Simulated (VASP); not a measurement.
# CdS in VASP: one cell, several levels of theory

What does VASP give for CdS (zincblende), under +1.0 % biaxial strain in x and y, free along z, the cell held fixed? Runs: PBE, r2SCAN. The results are then set beside those of Ansatz 0.2.0 for the same cell.

Code: VASP 6.6.1. PAW datasets, plane waves. Computed at 0 K without zero-point motion; spin polarisation is off.

## Step 1: The structure to begin with

The cell comes from an earlier relaxation with r2SCAN in another program, then strained, with the atoms relaxed again.

It is tetragonal, I-4m2 (No. 119); a = 4.198 Å, c = 5.788 Å in the conventional setting, 25.50 Å³ an atom. Cd has 4 S at 2.55 Å; S has 4 Cd at 2.55 Å.

Coordinates:

```cif
data_structure
_symmetry_space_group_name_H-M 'P 1'
_symmetry_Int_Tables_number 1
_cell_length_a 4.1459
_cell_length_b 4.1459
_cell_length_c 4.1982
_cell_angle_alpha 59.581
_cell_angle_beta 59.581
_cell_angle_gamma 60.837
_cell_volume 51.01
loop_
_atom_site_label
_atom_site_type_symbol
_atom_site_fract_x
_atom_site_fract_y
_atom_site_fract_z
_atom_site_occupancy
Cd1 Cd 0.00000 0.00000 0.00000 1
S1 S 0.25000 0.25000 0.25000 1
```

## Step 2: PBE at this geometry

Contents of INCAR:

```
ENCUT = 520.000000
SIGMA = 0.020000
EDIFF = 1.00e-07
GGA = PE
PREC = Accurate
IBRION = -1
ISIF = 2
ISMEAR = -1
NBANDS = 16
NELM = 120
NSW = 0
LASPH = .TRUE.
LCHARG = .FALSE.
LWAVE = .FALSE.
LREAL = .FALSE.
```

Contents of KPOINTS:

```
KPOINTS created by Atomic Simulation Environment
0
Gamma
8 8 8
0 0 0
```

Contents of KPOINTS_OPT:

```
special points
6
Reciprocal
0.0000000000 0.0000000000 0.0000000000 1
-0.5000000000 -0.5000000000 0.0000000000 1
-0.3750000000 -0.3750000000 0.2500000000 1
-0.3750000000 0.0000000000 0.3750000000 1
0.0000000000 0.0000000000 0.5000000000 1
-0.5000000000 -0.2500000000 0.2500000000 1
```

Contents of POSCAR:

```
Cd S
 1.0000000000000000
     0.0000000000000000    2.9686069915000002    2.8940821448000000
     2.9686069915000002    0.0000000000000000    2.8940821448000000
     2.9686069915000002    2.9686069915000002    0.0000000000000000
 Cd  S
   1   1
Cartesian
  0.0000000000000000  0.0000000000000000  0.0000000000000000
  1.4843034957499999  1.4843034957499999  1.4470410724000000
```

The run uses the recommended PBE PAW datasets (18 valence electrons a neutral cell).

On the command line:

```bash
$ mpirun -np 1 vasp_std
```

Standard output, without the iteration lines:

```text
POSCAR found type information on POSCAR CdS
 POSCAR found :  2 types and       2 ions
 LDA part: xc-table for (Slater+PW92), standard interpolation
 POSCAR, INCAR and KPOINTS ok, starting setup
 FFT: planning ... GRIDC
 FFT: planning ... GRID_SOFT
 FFT: planning ... GRID
 WAVECAR not read
 entering main loop
 Start KPOINTS_OPT (optional k-point list driver)
k-point batch [1-6\6]
```

OSZICAR:

```text
N       E                     dE             d eps       ncg     rms          rms(c)
DAV:   1     0.108922536870E+03    0.10892E+03   -0.91082E+03  1920   0.103E+03
DAV:   2    -0.239748278613E+01   -0.11132E+03   -0.10490E+03  2272   0.253E+02
DAV:   3    -0.666313970352E+01   -0.42657E+01   -0.42579E+01  2368   0.514E+01
DAV:   4    -0.668920592464E+01   -0.26066E-01   -0.26064E-01  2432   0.394E+00
DAV:   5    -0.668956297092E+01   -0.35705E-03   -0.35704E-03  2336   0.435E-01    0.764E+00
DAV:   6    -0.615826945057E+01    0.53129E+00   -0.85326E-01  2848   0.114E+01    0.621E+00
DAV:   7    -0.613993690768E+01    0.18333E-01   -0.19157E-01  2352   0.299E+00    0.306E+00
DAV:   8    -0.614018174187E+01   -0.24483E-03   -0.17142E-02  2320   0.164E+00    0.287E-01
DAV:   9    -0.614011314684E+01    0.68595E-04   -0.20139E-03  2352   0.646E-01    0.596E-02
DAV:  10    -0.614024709088E+01   -0.13394E-03   -0.24769E-04  2312   0.155E-01    0.699E-02
DAV:  11    -0.614033296578E+01   -0.85875E-04   -0.13986E-04  2224   0.914E-02    0.248E-02
DAV:  12    -0.614032453255E+01    0.84332E-05   -0.24671E-05  2584   0.623E-02    0.990E-03
DAV:  13    -0.614032571701E+01   -0.11845E-05   -0.36523E-06  2312   0.112E-02    0.843E-03
DAV:  14    -0.614032548882E+01    0.22818E-06   -0.25043E-07  2568   0.303E-03    0.489E-03
DAV:  15    -0.614032547448E+01    0.14346E-07   -0.29132E-08  1528   0.108E-03
   1 F= -.61403255E+01 E0= -.61403255E+01  d E =-.240415E-10
       N       E                     dE             ncg
DAV:   1     0.182440202949E+04   -0.30131E+04      208
DAV:   2     0.122105510554E+04   -0.60335E+03      248
DAV:   3     0.119880228351E+04   -0.22253E+02      208
DAV:   4     0.119866278926E+04   -0.13949E+00      272
DAV:   5     0.119866112880E+04   -0.16605E-02      224
DAV:   6     0.119866109580E+04   -0.32998E-04      248
DAV:   7     0.119866109499E+04   -0.81221E-06      232
DAV:   8     0.119866109496E+04   -0.22804E-07      224
```

The lines after F= are the extra pass for the points of KPOINTS_OPT, at fixed density; their E is not a total energy.

Parts of OUTCAR:

```text
k-points           NKPTS =     59   k-points in BZ     NKDIM =     59   number of bands    NBANDS=     16

   NELECT =      18.0000    total number of electrons

   dimension x,y,z NGX =    32 NGY =   32 NGZ =   32
   dimension x,y,z NGXF=    64 NGYF=   64 NGZF=   64

  energy-cutoff  :      520.00
  volume of cell :       51.01
      direct lattice vectors                 reciprocal lattice vectors
     0.000000000  2.968606992  2.894082145    -0.168429166  0.168429166  0.172766347
     2.968606992  0.000000000  2.894082145     0.168429166 -0.168429166  0.172766347
     2.968606992  2.968606992  0.000000000     0.168429166  0.168429166 -0.172766347

 k-points in reciprocal lattice and weights: KPOINTS created by Atomic Simulation Env
   0.00000000  0.00000000  0.00000000       0.002
   0.12500000 -0.00000000  0.00000000       0.016
   0.25000000 -0.00000000  0.00000000       0.016
   0.37500000 -0.00000000  0.00000000       0.016
   0.50000000 -0.00000000  0.00000000       0.008
   0.12500000  0.12500000  0.00000000       0.004
   0.25000000  0.12500000  0.00000000       0.016
   0.37500000  0.12500000  0.00000000       0.016
[... 51 more k-points ...]

 E-fermi :   1.4872

 k-point     1 :       0.0000    0.0000    0.0000
  band No.  band energies     occupation
      1     -11.1216      2.00000
      2      -6.5552      2.00000
      3      -6.5552      2.00000
      4      -6.5410      2.00000
      5      -6.1130      2.00000
      6      -6.1041      2.00000
      7       1.0561      2.00000
      8       1.0561      2.00000
      9       1.1268      2.00000
     10       2.1672      0.00000
     11       7.6343      0.00000
     12       7.6343      0.00000
     13       7.6365      0.00000
     14      12.3483      0.00000
     15      12.3492      0.00000
     16      12.6870      0.00000

 k-point     2 :       0.1250   -0.0000    0.0000
  band No.  band energies     occupation
      1     -11.0631      2.00000
      2      -6.5345      2.00000
      3      -6.5262      2.00000
      4      -6.4966      2.00000
      5      -6.1129      2.00000
      6      -6.1059      2.00000
      7       0.0715      2.00000
      8       0.9368      2.00000
      9       0.9926      2.00000
     10       3.0047      0.00000
     11       7.3632      0.00000
     12       7.8161      0.00000
     13       7.8414      0.00000
     14      11.8044      0.00000
     15      12.0325      0.00000
     16      12.9869      0.00000

 k-point     3 :       0.2500   -0.0000    0.0000
  band No.  band energies     occupation
      1     -10.9213      2.00000
      2      -6.4902      2.00000
      3      -6.4790      2.00000
      4      -6.3136      2.00000
      5      -6.1049      2.00000
      6      -6.1034      2.00000
      7      -1.3490      2.00000
      8       0.6677      2.00000
      9       0.7412      2.00000
     10       3.8029      0.00000
     11       7.3391      0.00000
     12       8.0739      0.00000
     13       8.1835      0.00000
     14      11.6481      0.00000
     15      11.7221      0.00000
     16      12.3848      0.00000

 k-point     4 :       0.3750   -0.0000    0.0000
  band No.  band energies     occupation
      1     -10.7796      2.00000
      2      -6.4568      2.00000
      3      -6.4425      2.00000
      4      -6.0908      2.00000
      5      -6.0826      2.00000
      6      -5.9819      2.00000
      7      -2.5900      2.00000
      8       0.4184      2.00000
      9       0.5093      2.00000
     10       4.0371      0.00000
     11       7.9931      0.00000
     12       8.0591      0.00000
     13       8.2669      0.00000
     14      11.9580      0.00000
     15      12.5388      0.00000
     16      12.5583      0.00000

 k-point     5 :       0.5000   -0.0000    0.0000
  band No.  band energies     occupation
      1     -10.7213      2.00000
      2      -6.4469      2.00000
      3      -6.4310      2.00000
      4      -6.0793      2.00000
      5      -6.0685      2.00000
      6      -5.7530      2.00000
      7      -3.1541      2.00000
      8       0.3196      2.00000
      9       0.4174      2.00000
     10       4.0475      0.00000
     11       7.9971      0.00000
     12       8.1885      0.00000
     13       8.4811      0.00000
     14      12.0755      0.00000
     15      13.4892      0.00000
     16      13.6431      0.00000

[... the tables of k-points 6 to 59 left out ...]

  Total        0.4072248      0.4072248      0.5453881      0.0000000     -0.0000000      0.0000000
  in kB       12.7908256     12.7908256     17.1304985      0.0000000     -0.0000000      0.0000000
  external PRESSURE =      14.2373832 kB  Pullay stress =       0.0000000 kB

 POSITION                                       TOTAL-FORCE (eV/Angst)
 -----------------------------------------------------------------------------------
      0.00000      0.00000      0.00000        -0.000000     -0.000000      0.000000
      1.48430      1.48430      1.44704         0.000000      0.000000     -0.000000
 -----------------------------------------------------------------------------------
    total drift:                               -0.000000     -0.000000     -0.000001

  FREE ENERGIE OF THE ION-ELECTRON SYSTEM (eV)
  ---------------------------------------------------
  free  energy   TOTEN  =        -6.1403254745 eV

  energy  without entropy=       -6.1403254745  energy(sigma->0) =       -6.14032547
```

Hardware: 1 MPI rank of Intel Xeon Platinum 8488C, shared host.

The levels at the points of KPOINTS_OPT are read from vasprun.xml.

Band energies at the special points (eV, zero at the top of v, the last band that the electrons fill by count):

```
point    v−1      v     c   c+1
    Γ  -0.07   0.00  1.04  6.51
    X  -1.90  -1.90  3.50  4.13
    U  -2.45  -1.56  4.09  5.27
    K  -2.46  -1.46  4.24  5.38
    L  -0.81  -0.71  2.92  6.87
    W  -2.18  -2.15  5.23  5.36
```

The PBE gap is 1.04 eV, direct at Γ. The pressure is 1.42 GPa; the forces vanish within 0.01 eV/Å.

## Step 3: Single point with r2SCAN

Contents of INCAR:

```
ENCUT = 520.000000
SIGMA = 0.010000
EDIFF = 1.00e-07
ALGO = Normal
METAGGA = R2SCAN
PREC = Accurate
IBRION = -1
ISIF = 2
ISMEAR = 0
NBANDS = 16
NELM = 120
NSW = 0
LASPH = .TRUE.
LCHARG = .TRUE.
LELF = .TRUE.
LWAVE = .FALSE.
LREAL = .FALSE.
```

KPOINTS is that of step 2.

KPOINTS_OPT is that of step 2.

POSCAR is that of step 2.

On the command line:

```bash
$ mpirun -np 1 vasp_std
```

Standard output, without the iteration lines:

```text
POSCAR found type information on POSCAR CdS
 POSCAR found :  2 types and       2 ions
 -----------------------------------------------------------------------------
|                                                                             |
|                                                                             |
|     You enforced a specific xc type in the INCAR file but a different       |
|     I HOPE YOU KNOW WHAT YOU ARE DOING!                                     |
|                                                                             |
 -----------------------------------------------------------------------------

 LDA part: xc-table for (None), standard interpolation
 POSCAR, INCAR and KPOINTS ok, starting setup
 FFT: planning ... GRIDC
 FFT: planning ... GRID_SOFT
 FFT: planning ... GRID
 WAVECAR not read
 entering main loop
 Start KPOINTS_OPT (optional k-point list driver)
k-point batch [1-6\6]
```

OSZICAR:

```text
N       E                     dE             d eps       ncg     rms          rms(c)
DAV:   1     0.823874475337E+02    0.82387E+02   -0.92307E+03  1936   0.105E+03
DAV:   2    -0.305422414548E+02   -0.11293E+03   -0.10630E+03  2288   0.257E+02
DAV:   3    -0.348553776934E+02   -0.43131E+01   -0.43056E+01  2352   0.525E+01
DAV:   4    -0.348806029649E+02   -0.25225E-01   -0.25223E-01  2448   0.395E+00
DAV:   5    -0.348809400701E+02   -0.33711E-03   -0.33710E-03  2328   0.424E-01    0.735E+00
DAV:   6    -0.296984070210E+02    0.51825E+01   -0.31764E+00  2040   0.261E+01    0.871E+00
DAV:   7    -0.296661204078E+02    0.32287E-01   -0.29074E-01  2440   0.546E+00    0.533E+00
DAV:   8    -0.296807745433E+02   -0.14654E-01   -0.60963E-02  2328   0.273E+00    0.121E+00
DAV:   9    -0.296848347363E+02   -0.40602E-02   -0.60701E-03  2432   0.664E-01    0.182E-01
DAV:  10    -0.296850749577E+02   -0.24022E-03   -0.23398E-03  2408   0.491E-01    0.168E-01
DAV:  11    -0.296850166491E+02    0.58309E-04   -0.14680E-04  2232   0.176E-01    0.983E-02
DAV:  12    -0.296849943296E+02    0.22320E-04   -0.17794E-04  2360   0.149E-01    0.401E-02
DAV:  13    -0.296849932337E+02    0.10959E-05   -0.38263E-06  2272   0.264E-02    0.647E-03
DAV:  14    -0.296849928914E+02    0.34235E-06   -0.29476E-07  2384   0.574E-03    0.195E-03
DAV:  15    -0.296849928424E+02    0.48933E-07   -0.33677E-08  1368   0.140E-03
   1 F= -.29684993E+02 E0= -.29684993E+02  d E =-.356116E-14
       N       E                     dE             ncg
DAV:   1     0.179362141313E+04   -0.30439E+04      208
DAV:   2     0.117281255596E+04   -0.62081E+03      248
DAV:   3     0.115016792595E+04   -0.22645E+02      208
DAV:   4     0.115003464693E+04   -0.13328E+00      272
DAV:   5     0.115003304682E+04   -0.16001E-02      224
DAV:   6     0.115003301554E+04   -0.31274E-04      248
DAV:   7     0.115003301476E+04   -0.78642E-06      232
DAV:   8     0.115003301473E+04   -0.22379E-07      232
```

From OUTCAR:

```text
k-points           NKPTS =     59   k-points in BZ     NKDIM =     59   number of bands    NBANDS=     16

   NELECT =      18.0000    total number of electrons

   dimension x,y,z NGX =    32 NGY =   32 NGZ =   32
   dimension x,y,z NGXF=    64 NGYF=   64 NGZF=   64

  energy-cutoff  :      520.00
  volume of cell :       51.01
      direct lattice vectors                 reciprocal lattice vectors
     0.000000000  2.968606992  2.894082145    -0.168429166  0.168429166  0.172766347
     2.968606992  0.000000000  2.894082145     0.168429166 -0.168429166  0.172766347
     2.968606992  2.968606992  0.000000000     0.168429166  0.168429166 -0.172766347

 k-points in reciprocal lattice and weights: KPOINTS created by Atomic Simulation Env
   0.00000000  0.00000000  0.00000000       0.002
   0.12500000 -0.00000000  0.00000000       0.016
   0.25000000 -0.00000000  0.00000000       0.016
   0.37500000 -0.00000000  0.00000000       0.016
   0.50000000 -0.00000000  0.00000000       0.008
   0.12500000  0.12500000  0.00000000       0.004
   0.25000000  0.12500000  0.00000000       0.016
   0.37500000  0.12500000  0.00000000       0.016
[... 51 more k-points ...]

 E-fermi :   0.9093

 k-point     1 :       0.0000    0.0000    0.0000
  band No.  band energies     occupation
      1     -11.8876      2.00000
      2      -7.0600      2.00000
      3      -7.0600      2.00000
      4      -7.0454      2.00000
      5      -6.5857      2.00000
      6      -6.5780      2.00000
      7       0.7903      2.00000
      8       0.7903      2.00000
      9       0.8625      2.00000
     10       2.3415      0.00000
     11       7.8987      0.00000
     12       7.8989      0.00000
     13       7.8989      0.00000
     14      12.5947      0.00000
     15      12.6079      0.00000
     16      12.9517      0.00000

 k-point     2 :       0.1250   -0.0000    0.0000
  band No.  band energies     occupation
      1     -11.8286      2.00000
      2      -7.0383      2.00000
      3      -7.0297      2.00000
      4      -6.9971      2.00000
      5      -6.5855      2.00000
      6      -6.5797      2.00000
      7      -0.1486      2.00000
      8       0.6691      2.00000
      9       0.7263      2.00000
     10       3.1378      0.00000
     11       7.5896      0.00000
     12       8.0860      0.00000
     13       8.1115      0.00000
     14      12.0239      0.00000
     15      12.2561      0.00000
     16      13.2284      0.00000

 k-point     3 :       0.2500   -0.0000    0.0000
  band No.  band energies     occupation
      1     -11.6856      2.00000
      2      -6.9913      2.00000
      3      -6.9798      2.00000
      4      -6.8023      2.00000
      5      -6.5774      2.00000
      6      -6.5769      2.00000
      7      -1.6104      2.00000
      8       0.3946      2.00000
      9       0.4700      2.00000
     10       3.9797      0.00000
     11       7.5184      0.00000
     12       8.3312      0.00000
     13       8.4494      0.00000
     14      11.8760      0.00000
     15      11.9380      0.00000
     16      12.5369      0.00000

 k-point     4 :       0.3750   -0.0000    0.0000
  band No.  band energies     occupation
      1     -11.5427      2.00000
      2      -6.9551      2.00000
      3      -6.9404      2.00000
      4      -6.5644      2.00000
      5      -6.5551      2.00000
      6      -6.4562      2.00000
      7      -2.8951      2.00000
      8       0.1395      2.00000
      9       0.2327      2.00000
     10       4.2305      0.00000
     11       8.1623      0.00000
     12       8.2754      0.00000
     13       8.4914      0.00000
     14      12.1227      0.00000
     15      12.8334      0.00000
     16      12.8662      0.00000

 k-point     5 :       0.5000   -0.0000    0.0000
  band No.  band energies     occupation
      1     -11.4838      2.00000
      2      -6.9438      2.00000
      3      -6.9277      2.00000
      4      -6.5528      2.00000
      5      -6.5411      2.00000
      6      -6.2207      2.00000
      7      -3.4768      2.00000
      8       0.0382      2.00000
      9       0.1386      2.00000
     10       4.2400      0.00000
     11       8.1957      0.00000
     12       8.3972      0.00000
     13       8.6356      0.00000
     14      12.2835      0.00000
     15      13.8491      0.00000
     16      14.0137      0.00000

[... the tables of k-points 6 to 59 left out ...]

  Total       -0.0475499     -0.0475499      0.0929374      0.0000000      0.0000000     -0.0000000
  in kB       -1.4935292     -1.4935292      2.9191396      0.0000000      0.0000000     -0.0000000
  external PRESSURE =      -0.0226396 kB  Pullay stress =       0.0000000 kB

 POSITION                                       TOTAL-FORCE (eV/Angst)
 -----------------------------------------------------------------------------------
      0.00000      0.00000      0.00000        -0.000000     -0.000000      0.000000
      1.48430      1.48430      1.44704         0.000000      0.000000     -0.000000
 -----------------------------------------------------------------------------------
    total drift:                               -0.000006     -0.000006     -0.000001

  FREE ENERGIE OF THE ION-ELECTRON SYSTEM (eV)
  ---------------------------------------------------
  free  energy   TOTEN  =       -29.6849928424 eV

  energy  without entropy=      -29.6849928424  energy(sigma->0) =      -29.68499284
```

Hardware: 1 MPI rank of Intel Xeon Platinum 8488C, shared host.

The levels at the points of KPOINTS_OPT are read from vasprun.xml.

Band energies at the special points (eV, zero at the top of v, the last band that the electrons fill by count):

```
point    v−1      v     c   c+1
    Γ  -0.07   0.00  1.48  7.04
    X  -1.94  -1.94  3.78  4.52
    U  -2.51  -1.60  4.45  5.69
    K  -2.52  -1.50  4.60  5.81
    L  -0.82  -0.72  3.38  7.33
    W  -2.23  -2.21  5.65  5.76
```

Gap with r2SCAN: 1.48 eV, direct (Γ). The pressure is 0.00 GPa; the forces vanish within 0.01 eV/Å.

The maps below are laid out on this run's own conventional cell (a, b, c = 4.198, 4.198, 5.788 Å).

Density in a lattice plane of the grid's cell (edges 4.20 and 5.79 Å, at 0.000 of the third edge), which holds Cd and S.

Ten even steps from '0' (-0.07 e/Å³) to '9' (10.00 e/Å³):
```
763100000000000136
321000000000000012
100000011111000000
000000110001100000
000000110001100000
000000010001000000
000000001110000000
000000000000000000
000000000000000000
000000000000000000
000000000000000000
000000000000000000
000000000000000000
000000000000000000
000000000000000000
000000000000000000
100000000000000000
321000000000000012
763100000000000136
985200000000000258
```
Columns run along the first of these edges and rows up along the second, over one cell in 18 and 20 even steps from the bottom left corner. Atoms in the plane (fractional): Cd at (0.00, 0.00), S at (0.50, 0.75).

ELF in the same plane.

Ten even steps from '0' (0.00) to '9' (0.88):
```
000222478887422200
112214899999841221
222238999899983222
111379996569997311
112589984248998521
012589986568998521
001478999899987410
001357899999875310
000135678887653100
000002345654320000
000000112221100000
000000000000000000
000000000000000000
000000000000000000
111000000000000011
111110000000001111
222221000000012222
112321100000112321
001221112221112210
000221235653212200
```
Columns run along the first of these edges and rows up along the second, over one cell in 18 and 20 even steps from the bottom left corner. Atoms in the plane (fractional): Cd at (0.00, 0.00), S at (0.50, 0.75).

Both are smooth fields of the valence electrons: close to the nuclei they are not physical.

Maxima of ELF outside the ion cores: 0.88 in the shell around S, 0.7 Å from S.

## Step 4: What came out

```
 level  gap (eV)  pressure (GPa)  Ansatz: gap (eV)  Ansatz: pressure (GPa)
   PBE      1.04            1.42              1.04                    1.11
r2SCAN      1.48            0.00              1.48                   -0.30
```

In words: The gap spans 1.04 eV (PBE) to 1.48 eV (r2SCAN). At this one volume the pressure spans 0.0 GPa (r2SCAN) to 1.4 GPa (PBE): PBE wants the largest cell and r2SCAN the smallest. The two programs agree on the gap within 0.01 eV, far less than the spread between functionals. The two codes have different PAW datasets and cutoffs. VASP's cell holds 18 valence electrons and Ansatz's 26.
